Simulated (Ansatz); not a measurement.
## BaTiO3: competing structures

Theory: Ansatz, DFT PBE, scalar-relativistic, plane waves, PAW. All cells share a 420 eV cutoff and Γ-centred k meshes spaced at most about 0.3 Å⁻¹ (about 0.25 or finer for metals, 2π included). Spin is collinear in cells that carry moments; the others ran without spin or lost their moments.

Energies over the elements count from the elements' standard structures at the same level (O₂ as a molecule), with no fitted energy shifts.

All energies are static (0 K, no zero-point motion). The comparison covers the computed candidates alone. Kohn–Sham gaps at this level usually fall short of measured ones. In such compounds of Ti a zero gap at this level may well be an artefact, since no Hubbard U is applied. Another magnetic order may lie lower.

Invented guesses and database cells were relaxed alike, and ends that match in structure, energy and magnetic state were merged. ΔE counts from the first row. Coordination counts O atoms around Ba and Ti (those within 1.25 times the shortest such distance or 1.15 times the sum of covalent radii, 1.27 where that leaves under three; a plus sign parts nearer from farther groups; the shortest distance is added where it exceeds 1.18 times the sum of covalent radii). The ends were matched against large subsets of the Crystallography Open Database and the Materials Project, so a missing match doesn't prove that a structure is unreported.

```tsv
#	reached from	type and space group	atoms	Å³/atom	coordination	ΔE (meV/atom)	gap on mesh (eV)	moments	in databases	checks
1	a cell as deposited in COD	R3m (No. 160)	5	13.4	Ba 12, Ti 3+3	0	2.63	none	COD	phonons real on a 2×2×2 q mesh, imaginary between its points (to 23i cm⁻¹, which can come from the interpolation)
2	a cell as deposited in COD	P4mm (No. 99)	5	13.3	Ba 12, Ti 1+4+1	3	1.84	none	COD	-
3	a cell as deposited in COD	cubic perovskite, Pm-3m (No. 221)	5	13.0	Ba 12, Ti 6	13	1.78	none	COD	-
4	random cell	R-3m (No. 166)	5	16.1	Ba 6, Ti 6	1902	0.00	none	no match	-
5	random cell	P6/mmm (No. 191)	5	24.8	Ba 6, Ti 12 from 3.8 Å	3982	0.00	parallel, 2.2 μB, with smaller opposite ones on O	no match	-
```

The first two are tied within the noise. The first: Space group R3m (No. 160), trigonal, a = 5.726 Å, c = 7.069 Å. Around Ba lie 12 O at 2.78–2.98 Å and 8 Ti at 3.43–3.63 Å; Ti is surrounded by 3 O at 1.87 Å, 3 O at 2.21 Å and 8 Ba at 3.43–3.63 Å; O is surrounded by 1 Ti at 1.87 Å, 1 Ti at 2.21 Å, 4 Ba at 2.78–2.98 Å and 8 O at 2.80–2.92 Å. Its energy over the elements is −3.104 eV/atom. It is a structure that the Crystallography Open Database (COD) lists. Another listed form, in P4mm, lies only 3 meV/atom higher, within the functional's error.

Space group R3m:H (No. 160). a = 5.726 Å, b = 5.726 Å, c = 7.069 Å, α = 90.00°, β = 90.00°, γ = 120.00°
| atom | site | symmetry | x | y | z |
| --- | --- | --- | --- | --- | --- |
| Ba | 3a | 3m | 0.3333 | 0.6667 | 0.6717 |
| Ti | 3a | 3m | 0.3333 | 0.6667 | 0.1858 |
| O | 9b | .m | 0.1702 | 0.3404 | 0.3182 |

The second: Space group P4mm (No. 99), tetragonal, a = 3.986 Å, c = 4.200 Å. Around Ba lie 12 O at 2.80–2.99 Å and 8 Ti at 3.47–3.56 Å; Ti is surrounded by 1 O at 1.81 Å, 4 O at 2.00 Å, 1 O at 2.39 Å and 8 Ba at 3.47–3.56 Å; around O on a site of symmetry 2mm lie 2 Ti at 2.00 Å, 2 Ba at 2.80 Å, 8 O at 2.82–2.96 Å and 2 Ba at 2.99 Å; O on a site of symmetry 4mm is surrounded by 1 Ti at 1.81 Å, 1 Ti at 2.39 Å, 4 Ba at 2.83 Å and 8 O at 2.83–2.96 Å. Counting O atoms around Ba and Ti, the first has Ba 12, Ti 3+3 and the second has Ba 12, Ti 1+4+1. The first is the arrangement of the second in a distorted form. Shaken at random and relaxed again, row 1 came back. Cells without such a test can be saddle points.
